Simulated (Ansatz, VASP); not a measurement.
# One calculation of HgTe, two programs

File INCAR:

```
PREC = Accurate
ENCUT = 520
EDIFF = 1E-7
ISMEAR = -1
SIGMA = 0.08
LREAL = F
LASPH = T
NELM = 60
ALGO = Normal
ISIF = 2
LWAVE = F
LCHARG = F
GGA = PE
NBANDS = 16
```

File KPOINTS:

```
Automatic mesh
0
Gamma
  12 12 12
```

The input POSCAR:

```
HgTe
1.0
    0.0000000000      2.9018920266      2.9018920266
    2.9018920266      0.0000000000      2.9018920266
    2.9018920266      2.9018920266      0.0000000000
Hg Te
1 1
Direct
    0.0000000000      0.0000000000      0.0000000000
    0.5000000000      0.5000000000      0.5000000000
```

Input for Ansatz:

```yaml
crystal:
  lattice:
    - [0.0, 2.9018920266, 2.9018920266]
    - [2.9018920266, 0.0, 2.9018920266]
    - [2.9018920266, 2.9018920266, 0.0]
  atoms:
    - { symbol: Hg, position: [0.0, 0.0, 0.0] }
    - { symbol: Te, position: [0.5, 0.5, 0.5] }
kpoints:
  mp_grid: { grid: [12, 12, 12] }
scf:
  occupations: { method: fermi_dirac, width: 0.08 }
hamiltonian:
  xc: pbe
  pseudopotentials: { kind: all_electron, lapw: { basis_error: 0.001 } }
output:
  forces: true
  stress: true
  eigenvalues: true
```

Change from the starting cell: volume scaled by 0.98.

Alike in both runs: task single point; functional PBE; k mesh 12 × 12 × 12; occupations fermi-dirac, width 0.08 eV; no spin polarisation.

```csv
,VASP,Ansatz
version,VASP 6.6.1,Ansatz 0.2.0
potentials or method,"VASP PAW PBE potentials, release 64 (Hg, Te)","all-electron LAPW, scalar-relativistic"
plane-wave cutoff (eV),520,see its input
```

Ansatz gave:

```
pressure (GPa) : 12.5
```

Q: Estimate VASP's values.

A: Pressure (GPa): 12.8.

Ansatz ran all-electron here, so the differences hold the error of VASP's frozen core and of both bases.

Spin-orbit coupling is left out, which matters for the levels of Hg, Te.
